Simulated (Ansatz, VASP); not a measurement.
One calculation of In, two programs

INCAR

```
SYSTEM = In
PREC = Accurate ; ENCUT = 520
EDIFF = 1E-6 ; ISMEAR = 0
SIGMA = 0.15 ; LREAL = .False.
LASPH = .True. ; NELM = 100
ALGO = Normal ; ISIF = 2
LWAVE = .False. ; LCHARG = .False.
GGA = PS ; NBANDS = 12
```

Contents of KPOINTS:

```
regular mesh
0
Gamma
  20 20 20
  0 0 0
```

Contents of POSCAR:

```
In
1.0
   -1.8825252400      1.8825252400      1.8825252400
    1.8825252400     -1.8825252400      1.8825252400
    1.8825252400      1.8825252400     -1.8825252400
In
1
Direct
    0.0000000000      0.0000000000      0.0000000000
```

Input for Ansatz:

```yaml
crystal:
  lattice:
    - [-1.88252524, 1.88252524, 1.88252524]
    - [1.88252524, -1.88252524, 1.88252524]
    - [1.88252524, 1.88252524, -1.88252524]
  atoms:
    - { symbol: In, position: [0.0, 0.0, 0.0] }
basis:
  ecutwfc: 420
kpoints:
  mp_grid: { grid: [20, 20, 20] }
hamiltonian:
  xc: pbesol
scf:
  occupations: { method: gaussian, width: 0.15 }
output:
  forces: true
  stress: true
  eigenvalues: true
```

This isn't the form of In at room conditions, which is tetragonal.

Alike in both runs: task single point; functional PBEsol; k mesh 20 × 20 × 20; occupations gaussian, width 0.15 eV; no spin polarisation.

|  | VASP | Ansatz |
| --- | --- | --- |
| version | VASP 6.6.1 | Ansatz 0.2.0 |
| potentials or method | VASP PAW PBE potentials, release 64 (In_d) | scalar-relativistic, plane waves, PAW |
| plane-wave cutoff (eV) | 520 | 420 |
| valence electrons in the cell | 13 | 13 |

|  | VASP | Ansatz | Ansatz less VASP |
| --- | --- | --- | --- |
| gap on the k mesh at the Fermi level (eV) | none | none | - |
| pressure (GPa) | -1.3 | -1.3 | +0.01 |

A gap of «none» marks a metal or a gap that the smearing closes. The functional is the same, so the differences come from potentials, cutoffs and numerics.

Caveats: the PAW data sets were made with another functional, which shifts forces and pressure a little (VASP).
